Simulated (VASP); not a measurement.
# C (Fd-3m) in VASP: further runs, part 2 of 2

VASP 6.6.1. Earlier steps stand in the parts before.

**3. Relaxation of cell and atoms, PBE**

This run uses another cell than the first one, of 5.70 Å³/atom, 1.006 times its volume.

The input, INCAR:

```
PREC = Accurate ; ENCUT = 520
EDIFF = 1E-7 ; ISMEAR = 0
SIGMA = 0.02 ; LREAL = F
LASPH = T ; NELM = 60
ALGO = Fast ; ISIF = 3
LWAVE = F ; LCHARG = F
GGA = PE ; IBRION = 2
NSW = 80 ; EDIFFG = -0.002
KPAR = 4
```

The input, KPOINTS:

```
regular mesh
0
Gamma
  14 14 14
```

The input, POSCAR:

```
C                                       
1.0
   -0.0000000000      1.7867104381      1.7867104381
    1.7867104381      0.0000000000      1.7867104381
    1.7867104381      1.7867104381     -0.0000000000
  C             
     2
Direct
     0.0000000000000000    0.0000000000000000    0.0000000000000000
     0.2500000000000000    0.2500000000000000    0.2500000000000000
```

Potentials or basis: VASP PAW PBE potentials, release 64 (C).

Started as:

```console
$ cat potpaw_PBE.64/C/POTCAR > POTCAR
$ mpirun -np 4 vasp_std > vasp.out
```

OUTCAR:

```text
PREC = Accurate
   ENCUT = 520
   EDIFF = 1E-7
   ISMEAR = 0
   LREAL = F
   LASPH = T
   NELM = 60
   ISIF = 3
   GGA = PE
   IBRION = 2
   NSW = 80
   EDIFFG = -0.002

 ion  position               nearest neighbor table
   1  0.000  0.000  0.000-   2 1.55   2 1.55   2 1.55   2 1.55
   2  0.250  0.250  0.250-   1 1.55   1 1.55   1 1.55   1 1.55

  LATTYP: Found a face centered cubic cell.
 ALAT       =     3.5734208762

  Lattice vectors:

 A1 = (   0.0000000000,   1.7867104381,   1.7867104381)
 A2 = (   1.7867104381,   0.0000000000,   1.7867104381)
 A3 = (   1.7867104381,   1.7867104381,   0.0000000000)

Analysis of symmetry for initial positions (statically):
=====================================================================
 Subroutine PRICEL returns:
 Original cell was already a primitive cell.

 Routine SETGRP: Setting up the symmetry group for a
 face centered cubic supercell.

 Subroutine GETGRP returns: Found 48 space group operations
 (whereof 24 operations were pure point group operations)
 out of a pool of 48 trial point group operations.

The static configuration has the point symmetry T_d .
[... 171 lines left out ...]
 Fermi energy:         9.8348411705

 k-point     1 :       0.0000    0.0000    0.0000
  band No.  band energies     occupation
      1     -11.7530      2.00000
      2       9.6489      2.00000
      3       9.6489      2.00000
      4       9.6489      2.00000
      5      15.2234      0.00000
      6      15.2234      0.00000
      7      15.2234      0.00000
      8      22.8525      0.00000
[... 243 lines left out ...]
 k-point    24 :       0.2857    0.1429    0.0000
  band No.  band energies     occupation
      1      -9.7091      2.00000
      2       3.6532      2.00000
      3       6.3505      2.00000
      4       7.0623      2.00000
      5      15.5451      0.00000
      6      19.5693      0.00000
      7      19.6807      0.00000
      8      21.9822      0.00000

 [... further k-points ...]

------------------------ aborting loop because EDIFF is reached ----------------------------------------

  FORCE on cell =-STRESS in cart. coord.  units (eV):
  Direction    XX          YY          ZZ          XY          YZ          ZX
  --------------------------------------------------------------------------------------
  -------------------------------------------------------------------------------------
  Total       -0.0005432     -0.0005432     -0.0005432      0.0000000      0.0000000      0.0000000
  in kB       -0.0762853     -0.0762853     -0.0762853      0.0000000      0.0000000      0.0000000
  external PRESSURE =      -0.0762853 kB  Pullay stress =       0.0000000 kB

 VOLUME and BASIS-vectors are now :
 -----------------------------------------------------------------------------
  energy-cutoff  :      520.00
  volume of cell :       11.41
      direct lattice vectors                 reciprocal lattice vectors
     0.000000000  1.786710438  1.786710438    -0.279843890  0.279843890  0.279843890
     1.786710438  0.000000000  1.786710438     0.279843890 -0.279843890  0.279843890
     1.786710438  1.786710438  0.000000000     0.279843890  0.279843890 -0.279843890

 POSITION                                       TOTAL-FORCE (eV/Angst)
 -----------------------------------------------------------------------------------
      0.00000      0.00000      0.00000        -0.000000      0.000000     -0.000000
      0.89336      0.89336      0.89336         0.000000     -0.000000      0.000000
 -----------------------------------------------------------------------------------
    total drift:                                0.000000      0.000000      0.000000

  FREE ENERGIE OF THE ION-ELECTRON SYSTEM (eV)
  ---------------------------------------------------
  free  energy   TOTEN  =       -18.1858370736 eV

  energy  without entropy=      -18.1858370736  energy(sigma->0) =      -18.18583707

 reached required accuracy - stopping structural energy minimisation
```

OSZICAR:

```text
N       E                     dE             d eps       ncg     rms          rms(c)
DAV:   1    -0.144493558285E+01   -0.14449E+01   -0.50978E+03  1744   0.996E+02
DAV:   2    -0.187155532647E+02   -0.17271E+02   -0.16471E+02  2688   0.108E+02
DAV:   3    -0.188136926117E+02   -0.98139E-01   -0.98139E-01  1768   0.107E+01
DAV:   4    -0.188138402061E+02   -0.14759E-03   -0.14759E-03  2368   0.430E-01
DAV:   5    -0.188138402870E+02   -0.80897E-07   -0.80895E-07  1752   0.573E-03    0.552E+00
RMM:   6    -0.183407565061E+02    0.47308E+00   -0.27267E-01  1664   0.464E+00    0.327E+00
RMM:   7    -0.181819467681E+02    0.15881E+00   -0.42275E-01  1664   0.614E+00    0.718E-01
RMM:   8    -0.181856033103E+02   -0.36565E-02   -0.22457E-02  1664   0.178E+00    0.115E-01
RMM:   9    -0.181858069676E+02   -0.20366E-03   -0.35099E-03  1664   0.646E-01    0.505E-02
RMM:  10    -0.181858328293E+02   -0.25862E-04   -0.40026E-04  1664   0.223E-01    0.203E-02
RMM:  11    -0.181858359358E+02   -0.31064E-05   -0.57318E-05  1664   0.836E-02    0.521E-03
RMM:  12    -0.181858369685E+02   -0.10328E-05   -0.77120E-06  1664   0.325E-02    0.593E-03
RMM:  13    -0.181858371691E+02   -0.20059E-06   -0.59892E-07  1647   0.870E-03    0.191E-03
RMM:  14    -0.181858370557E+02    0.11338E-06   -0.65525E-08  1238   0.303E-03    0.101E-03
RMM:  15    -0.181858370736E+02   -0.17877E-07   -0.73440E-09  1159   0.965E-04
   1 F= -.18185837E+02 E0= -.18185837E+02  d E =-.181858E+02
```

Run time: 4.2 s. Hardware: 4 MPI ranks of Intel Xeon Platinum 8488C (Sapphire Rapids), shared host; peak memory 0.12 GiB.

What came out:

| Item | Value |
| --- | --- |
| Free energy | -18.1858 eV |
| Pressure after relaxing | 0.0 GPa |
| Band gap on the k mesh | 4.12 eV, indirect (least direct gap 5.57 eV) |

Final structure:
```
C
1.0
     0.00000    1.78671    1.78671
     1.78671    0.00000    1.78671
     1.78671    1.78671    0.00000
C
2
Direct
  0.00000 0.00000 0.00000
  0.25000 0.25000 0.25000
```

Caveat: the relaxation stopped at its first step, so nothing moved. A k mesh can miss the band edges.
